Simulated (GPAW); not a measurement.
Runs of GPAW 26.7.0 on ZnS. It takes space group F-43m (No. 216, cubic). Conventional cell: a = 5.404 Å, b = 5.404 Å, c = 5.404 Å, α = 90.00°, β = 90.00°, γ = 90.00°. Zn (site symmetry -43m) has 4 S at 2.34 Å as nearest neighbours. S (site symmetry -43m) has 4 Zn at 2.34 Å as nearest neighbours. 

```tsv
task	level	potentials or basis	band path	band points	gap on the mesh (eV)	pressure (GPa)	V0 of scaled cells (Å³/atom)	B0 (GPa)
equation of state	SOGGA	PAW data sets generated in the run's folder for this functional, pw	-	-	-	-	19.18	(a)
equation of state	revPBE+D3(BJ)	the program's PAW data sets (release 1.2.1) made for this functional, pw	-	-	-	-	19.23	78
band structure	SOGGA	PAW data sets generated in the run's folder for this functional, pw	GXWKGLUWLK,UX	80	(b)	-2.2	-	-
band structure	WC	PAW data sets generated in the run's folder for this functional, pw	GXWKGLUWLK,UX	100	1.93	(c)	-	-
```

Alike in all rows: no spin polarisation; cell as given; k mesh 7 × 7 × 7; cutoff (eV) 600; smearing fermi-dirac 0.05 eV.

Q: Estimate the missing entries.

A: (a) 80; (b) 1.96; (c) -2.1.

Runs at the PBE level aren't shown here.
